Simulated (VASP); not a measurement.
A run of VASP 6.6.1 is set up as follows.

File INCAR:

```
SYSTEM = Rb
PREC = Accurate
ENCUT = 520
EDIFF = 1E-6
ISMEAR = 0
SIGMA = 0.1
LREAL = .FALSE.
LASPH = .TRUE.
NELM = 100
ALGO = Fast
ISIF = 2
LWAVE = .FALSE.
LCHARG = .FALSE.
GGA = PE
IVDW = 12
NBANDS = 16
```

Contents of KPOINTS:

```
regular mesh
0
G
  4 4 2
  0 0 0
```

The input POSCAR:

```
Rb
1.0
    2.5381762600     -4.4447189800      0.0000000000
    2.5381762600      4.4447189800      0.0000000000
    0.0000000000      0.0000000000      8.4480028000
Rb
2
Direct
    0.8397112600      0.1602887400      0.7500000000
    0.1602887400      0.8397112600      0.2500000000
```

Potentials or basis: VASP PAW PBE potentials, release 64 (Rb_sv).

Launch:

```bash
$ cat potpaw_PBE.64/Rb_sv/POTCAR > POTCAR
$ mpirun -np 1 vasp_std > vasp.out
```

Problem. Estimate the dispersion energy per atom.

Solution. -0.097 eV.

Problem. Estimate the largest force.

Solution. 0.005 eV/Å.

Problem. What does it give for the band gap on the k mesh?

Solution. None (metal or under the smearing width).

Problem. Estimate the pressure.

Solution. -0.3 GPa.

Forces in eV/Å, atoms in the order of the input:
```
Rb   0.000  0.005  0.000
Rb   0.000 -0.005  0.000
```

Caveat: the k mesh is coarse (spacing up to 0.37 Å⁻¹), so the values aren't converged; pairwise dispersion overbinds metals, which lowers pressure and volume.
